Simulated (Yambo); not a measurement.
# GaSb (F-43m) in Yambo: notebook, part 3 of 3

Yambo 5.3.0. Earlier steps stand in the parts before.

## (6) Optical spectrum by the Bethe-Salpeter equation, PBE

Input file bse5.in:

```
optics
bse
bss
rim_cut
em1s
RandQpts= 1000000
RandGvec= 50 RL
Chimod= "HARTREE"
% BndsRnXs
 1 | 39 |
%
NGsBlkXs= 3 Ry
% LongDrXs
 1 | 0 | 0 |
%
BSKmod= "SEX"
BSEmod= "retarded"
BSSmod= "h"
% BSEQptR
 1 | 1 |
%
% BSEBands
 12 | 18 |
%
BSENGexx= 20 Ry
BSENGBlk= 3 Ry
% BEnRange
 0 | 20 | eV
%
% BDmRange
 0.1 | 0.1 | eV
%
BEnSteps= 200
% BLongDir
 1 | 0 | 0 |
%
BSEprop= "abs"
BSHayTrs= -0.02
```

Input file scf.in:

```
&CONTROL
  calculation = 'scf'
  prefix = 'pwscf'
  outdir = './tmp'
  pseudo_dir = './pseudo'
/
&SYSTEM
  ibrav = 0
  nat = 2
  ntyp = 2
  ecutwfc = 80
  nbnd = 21
  occupations = 'smearing'
  smearing = 'fd'
  degauss = 0.00367493
  force_symmorphic = .true.
/
&ELECTRONS
  conv_thr = 4d-10
  electron_maxstep = 120
  mixing_beta = 0.5
/
ATOMIC_SPECIES
Sb   121.7600 Sb.upf
Ga    69.7230 Ga.upf
CELL_PARAMETERS angstrom
   0.0000000000    3.0590000000    3.0590000000
   3.0590000000    0.0000000000    3.0590000000
   3.0590000000    3.0590000000    0.0000000000
ATOMIC_POSITIONS crystal
Sb     0.7500000000    0.7500000000    0.7500000000
Ga     0.0000000000    0.0000000000    0.0000000000
K_POINTS automatic
10 10 10 0 0 0
```

Input file nscf.in:

```
&CONTROL
  calculation = 'nscf'
  prefix = 'pwscf'
  outdir = './tmp'
  pseudo_dir = './pseudo'
/
&SYSTEM
  ibrav = 0
  nat = 2
  ntyp = 2
  ecutwfc = 80
  nbnd = 44
  occupations = 'smearing'
  smearing = 'fd'
  degauss = 0.00367493
  force_symmorphic = .true.
/
&ELECTRONS
  conv_thr = 1d-08
  diago_full_acc = .true.
  diago_thr_init = 1d-06
/
ATOMIC_SPECIES
Sb   121.7600 Sb.upf
Ga    69.7230 Ga.upf
CELL_PARAMETERS angstrom
   0.0000000000    3.0590000000    3.0590000000
   3.0590000000    0.0000000000    3.0590000000
   3.0590000000    3.0590000000    0.0000000000
ATOMIC_POSITIONS crystal
Sb     0.7500000000    0.7500000000    0.7500000000
Ga     0.0000000000    0.0000000000    0.0000000000
K_POINTS automatic
10 10 10 0 0 0
```

Potentials or basis: PseudoDojo 0.4.1 SR PBE standard.

Launch:

```
$ OMP_NUM_THREADS=1 pw.x -in scf.in > scf.out
$ OMP_NUM_THREADS=1 pw.x -in nscf.in > nscf.out
$ cd tmp/pwscf.save; p2y; mv SAVE ../..; cd ../..
$ OMP_NUM_THREADS=1 yambo
$ mkdir -p bse5; ln -s $PWD/bse4/ndb.RIM bse5/
$ OMP_NUM_THREADS=1 yambo -F bse5.in -J bse5 -C bse5_out
```

Yambo's report:

```text
[... sections 02.01 to 02.04 as in the set-up run ...]

  [02.05] Energies & Occupations
  ==============================

  [X] === General ===
  [X] Electronic Temperature                        :  0.258606E-1   300.100    [eV K]
  [X] Bosonic    Temperature                        :  0.258606E-1   300.100    [eV K]
  [X] Finite Temperature mode                       : yes
  [X] El. density                                   :  0.48909E+24 [cm-3]
  [X] Fermi Level                                   :  8.362278 [eV]

  [X] === Gaps and Widths ===
  [X] Conduction Band Min                           :  8.362278 [eV]
  [X] Valence Band Max                              :  8.362278 [eV]
  [X] Filled Bands                                  :  11
  [X] Metallic Bands                                :  12  15
  [X] Empty Bands                                   :   16   44

  [X] === Metallic Characters ===
  [X] N of el / N of met el                         :  28.00000   6.00017
  [X] Average metallic occ.                         :  0.375011

  [WARNING] [X] Metallic system

 [03] Transferred momenta grid and indexing
 ==========================================

 [BZ sampling] Q-grid is User defined and/or read from the database

 IBZ Q-points                                      :   47
 BZ  Q-points                                      :  1000

 K/Q-points units:
 rlu = crystal or reduced units; cc = cartesian coordinates; iku = interal k-units

 Q [ 1]         [rlu]:  0.000000  0.000000  0.000000
 Q [ 2]         [rlu]: -0.80020E-18 -0.80020E-18  0.10000
 Q [ 3]         [rlu]: -0.27103E-17 -0.27103E-17  0.20000
 Q [ 4]         [rlu]:  0.84230E-17  0.84230E-17  0.30000
 Q [ 5]         [rlu]:  0.31214E-16  0.31214E-16  0.40000
 Q [ 6]         [rlu]:  0.63676E-16  0.63676E-16 -0.50000
 Q [ 7]         [rlu]: -0.78484E-17  0.10000      0.10000
 Q [ 8]         [rlu]: -0.77391E-17  0.10000      0.20000
 Q [ 9]         [rlu]: -0.27103E-17  0.10000      0.30000
 Q [10]         [rlu]:  0.62031E-17  0.10000      0.40000
 Q [11]         [rlu]: -0.54206E-17  0.10000      0.50000
 Q [12]         [rlu]:  0.81651E-17  0.10000     -0.40000
 Q [13]         [rlu]: -0.56785E-17  0.10000     -0.30000
 Q [14]         [rlu]: -0.33959E-16  0.10000     -0.20000
 Q [15]         [rlu]:  0.15478E-16  0.10000     -0.10000
[... 30 lines left out ...]
 Q [46]         [rlu]:  0.200000  0.400000 -0.300000
[... 173 lines left out ...]

   [07.01.02] Transition Groups build-up @q1
   =========================================

   [BSK] Transition groups (total):   47
   [BSK] Size (resonant):  12043
   [BSK]         (total):  12043
   [BSK] N. of matrices :  1

   [07.01.03] Loading Dipoles @q1
   ==============================

   [07.01.04] Independent Particles properties @q1
   ===============================================

   [WARNING] The system is a metal but Drude term not included.

   [07.01.05] BSE Kernel @q1 (Resonant CORRRELATION EXCHANGE)
   ==========================================================

   [BSE] Exchange components :   609
   [BSE] Correlation components :    51   331

    [07.01.05.01] Screened interaction header I/O
    =============================================

    [07.01.05.02] Main kernel loop
    ==============================

    [WR./bse5//ndb.BS_Q1_CPU_0]-----------------------------------------------------
     Brillouin Zone Q/K grids (IBZ/BZ)                :    47  1000    47  1000
     RL vectors                                       :   5817 [WF]
     Coulomb cutoff potential                         : none
     Parallel CPUs
     Parallel Roles
     Fragmentation                                    : no
     BS kernel          wavefunctions                 : Perdew, Burke & Ernzerhof(X)+Perdew, Burke & Ernzerhof(C)
     Static diel. fun.  energies                      : Perdew, Burke & Ernzerhof(X)+Perdew, Burke & Ernzerhof(C)
     wavefunctions                                    : Perdew, Burke & Ernzerhof(X)+Perdew, Burke & Ernzerhof(C)
     [K] Identifier                                   :   4583
     [K] Dimension                                    :  12043
     [K] Bands                                        :  12  18
     [K] Exchange                                     : yes [res]
     [K] Correlation                                  : yes [res]
     [K] Kernel`s coupling                            : no
     [K] Exchange                                     : no [cpl]
     [K] Correlation                                  : no [cpl]
     [K] W interaction is bare                        : no
     [K] ALDA kernel in R-space                       : no
     [K] RL vectors                                   :   609 [exchange]
     [K] RL vectors                                   :   51 [correlation]
     [K] E/h energy range                             : -1.000000 -1.000000 [eV]
     [K] Coupling range                               :  100.0000  100.0000 [o/o]
     [W] Interaction is diagonal                      : no
     [W] Matrix size                                  :   51
     [W] Bands                                        :    1   39
     [W] e/h energy range                             : -1.000000 -1.000000 [eV]
     [W] Poles                                        :  100.0000 [o/o]
     [W] RL vectors in the sum                        :   5817
     [W] [r,Vnl] included                             : yes
     [W] Field direction                              :  0.100000E-4   0.00000      0.00000
     [W] Coulomb Cutoff                               : none
     [W] Hxc Kernel                                   : HARTREE
     [RIM] RL components                              :   51 [col]
     [RIM] Random points                              :  1000000 [col]
     [SOC] Perturbative SOC                           : no
     [K] Kernel long-range exchange                   : BAR

    [07.01.05.03] Wave-Function Phases
    ==================================

    [BSE] WF phases found       :  81.04103 [o/o]

   [07.01.06] BSE solver(s) @q1
   ============================

   [07.01.07] Haydock Solver in the optics basis @q1 using the hermitian scheme
   ============================================================================

   Accuracy (requested)      : -0.020000 [o/o]
   Accuracy (reached)        :  0.018096 [o/o]
   Iterations                :  124
```

Run time: 68 min. Hardware: 1 thread of Arm Neoverse V2, shared host; peak memory 1.6 GiB.

Results:

```yaml
Band_gap_on_the_k_mesh_mean-field_level: none (metal or under the smearing width)
```

Dielectric function (along the field direction of the input):
| energy (eV) | real part | imaginary part |
| --- | --- | --- |
| 0.30 | -31.84 | 40.94 |
| 0.80 | 16.58 | 4.75 |
| 1.31 | 25.26 | 14.64 |
| 1.81 | 5.59 | 10.30 |
| 2.31 | 9.75 | 14.61 |
| 2.81 | 3.75 | 16.57 |
| 3.32 | 2.40 | 29.30 |
| 3.82 | -7.92 | 7.08 |
| 4.32 | -4.94 | 13.79 |
| 4.82 | -6.83 | 7.79 |
| 5.33 | -5.30 | 3.10 |
| 5.83 | -4.49 | 3.64 |
| 6.33 | -3.21 | 3.28 |
| 6.83 | -3.41 | 1.98 |
| 7.34 | -2.58 | 2.01 |
| 7.84 | -2.30 | 1.35 |
| 8.34 | -1.57 | 1.54 |
| 8.84 | -2.12 | 0.92 |
| 9.35 | -1.48 | 0.60 |
| 9.85 | -1.54 | 0.72 |
| 10.35 | -1.09 | 0.46 |
| 10.85 | -0.98 | 0.17 |
| 11.36 | -0.68 | 0.18 |
| 11.86 | -0.53 | 0.08 |
| 12.36 | -0.38 | 0.06 |
| 12.86 | -0.24 | 0.04 |
| 13.37 | -0.13 | 0.03 |
| 13.87 | -0.03 | 0.02 |
| 14.37 | 0.05 | 0.02 |
| 14.87 | 0.13 | 0.01 |
| 15.38 | 0.20 | 0.01 |
| 15.88 | 0.25 | 0.01 |
| 16.38 | 0.30 | 0.01 |
| 16.88 | 0.35 | 0.01 |
| 17.39 | 0.39 | 0.01 |
| 17.89 | 0.43 | 0.01 |
| 18.39 | 0.46 | 0.01 |
| 18.89 | 0.49 | 0.01 |
| 19.40 | 0.52 | 0.01 |
| 20.00 | 0.55 | 0.00 |

Caveat: the intraband (Drude) term of the metal is left out; the ground state has no gap, which makes the many-body step unreliable; the transitions start from uncorrected Kohn-Sham levels, so peaks lie too low; exciton energies and binding change strongly with the k mesh and aren't converged on this one; the mesh is thin for optics, so peaks and dielectric constants aren't converged.

## (7) The runs side by side

| task | kernel | strength of the long-range kernel | random integration of the Coulomb term | terms kept | solver | gap on the mesh (eV) |
| --- | --- | --- | --- | --- | --- | --- |
| optical spectrum | Hartree (RPA with local fields) | - | - | - | - | none |
| optical spectrum | adiabatic LDA | - | - | - | - | none |
| optical spectrum | long-range correction | -0.2 | - | - | - | none |
| optical spectrum by the Bethe-Salpeter equation | Hartree (RPA with local fields) | - | yes | resonant and antiresonant, uncoupled | Haydock recursion | - |
| optical spectrum by the Bethe-Salpeter equation | screened exchange | - | yes | resonant and antiresonant, uncoupled | Haydock recursion | - |

Alike in all rows: level PBE; potentials or basis PseudoDojo 0.4.1 SR PBE standard; no spin polarisation; cell as given; k mesh 10 × 10 × 10; cutoff (eV) 1088; smearing fermi-dirac 0.05 eV.

Every run on the cell as given and a fine mesh finds a metal.

Caveats: the intraband (Drude) term of the metal is left out; the ground state has no gap, which makes the many-body step unreliable; these spectra lack excitons (some runs); the mesh is thin for optics, so peaks and dielectric constants aren't converged (some runs); the LDA kernel is used on GGA states, which is inconsistent by a few percent (some runs); the long-range kernel's strength is typed, not fitted to the crystal's screening (some runs); independent-particle spectra lack excitons (some runs).

Total energies depend on the potentials used, so only differences within one code and one set of settings carry meaning.

## (8) Against experiment

Step 2. Measured gap of GaSb: 0.811 eV (direct; 4.2 K; a printed reference work, data compilation). This calculation gives 0.00 eV (-0.81 eV). Spin-orbit coupling on Ga, Sb is left out. The value is that of PBE on a finite k mesh, which can miss the band edges, without temperature or zero-point motion. Semilocal functionals fall short of measured gaps as a rule.

Step 3. Against the measured gap of GaSb, 0.811 eV (direct; 4.2 K; a printed reference work, data compilation), the calculated 0.00 eV is off by -0.81 eV. Spin-orbit coupling on Ga, Sb is left out. The value is that of PBE on a finite k mesh, which can miss the band edges, without temperature or zero-point motion. Semilocal functionals fall short of measured gaps as a rule.

Step 4. Measured gap of GaSb: 0.811 eV (direct; 4.2 K; a printed reference work, data compilation). This calculation gives 0.00 eV (-0.81 eV). Spin-orbit coupling on Ga, Sb is left out. The value is that of PBE on a finite k mesh, which can miss the band edges, without temperature or zero-point motion. Semilocal functionals fall short of measured gaps as a rule.

Step 5. A measured gap of GaSb is 0.811 eV (direct; 4.2 K; a printed reference work, data compilation); the calculated 0.00 eV misses it by -0.81 eV. Spin-orbit coupling on Ga, Sb is left out. The value is that of PBE on a finite k mesh, which can miss the band edges, without temperature or zero-point motion. Semilocal functionals fall short of measured gaps as a rule.

Step 6. A measured gap of GaSb is 0.811 eV (direct; 4.2 K; a printed reference work, data compilation); the calculated 0.00 eV misses it by -0.81 eV. Spin-orbit coupling on Ga, Sb is left out. The value is that of PBE on a finite k mesh, which can miss the band edges, without temperature or zero-point motion. Semilocal functionals fall short of measured gaps as a rule.
